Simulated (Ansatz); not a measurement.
**CaB2H8, one structure, two calculations**

Cell: a Materials Project structure (computed, not necessarily an observed phase), taken as it stands.

Space group I-42d (No. 122); a = 5.9417, c = 13.1259 Å.

| site | Wyckoff | site symmetry | x | y | z |
| --- | --- | --- | --- | --- | --- |
| Ca | 4a | -4.. | 0.0000 | 0.0000 | 0.0000 |
| B | 8c | 2.. | 0.0000 | 0.0000 | 0.2198 |
| H7 | 16e | 1 | 0.1414 | 0.9043 | 0.1677 |
| H15 | 16e | 1 | 0.3964 | 0.3706 | 0.7752 |

One atom of each set is listed; the run and its k-mesh use a cell of 22 atoms with edges of 7.79, 7.79, 7.79 Å.

First run. Computed with Ansatz: DFT, PBE, plane waves and PAW, scalar-relativistic, 420 eV cutoff, Γ-centred 7×7×7 k-points, Fermi–Dirac smearing 0.02 eV.

```json
{"site": "Ca", "V_zz (10²¹ V/m²)": "-0.41", "η": "0.00"}
{"site": "B", "V_zz (10²¹ V/m²)": "0.15", "η": "0.78"}
{"site": "H7", "V_zz (10²¹ V/m²)": "1.73", "η": "0.11"}
{"site": "H15", "V_zz (10²¹ V/m²)": "1.81", "η": "0.14"}
```

Second run. The same atoms and settings, except that the functional is r2SCAN and the cutoff is 500 eV.

Question: What does the second run give?

Answer: 

```tsv
site	V_zz	η	change of V_zz
Ca	-0.41	0.00	0.00
B	0.13	0.71	-0.02
H7	1.73	0.12	0.00
H15	1.81	0.14	0.00
```

No V_zz moves by more than 0.02.

The lattice is static: at room temperature BH₄ may turn and average the couplings of its hydrogen.
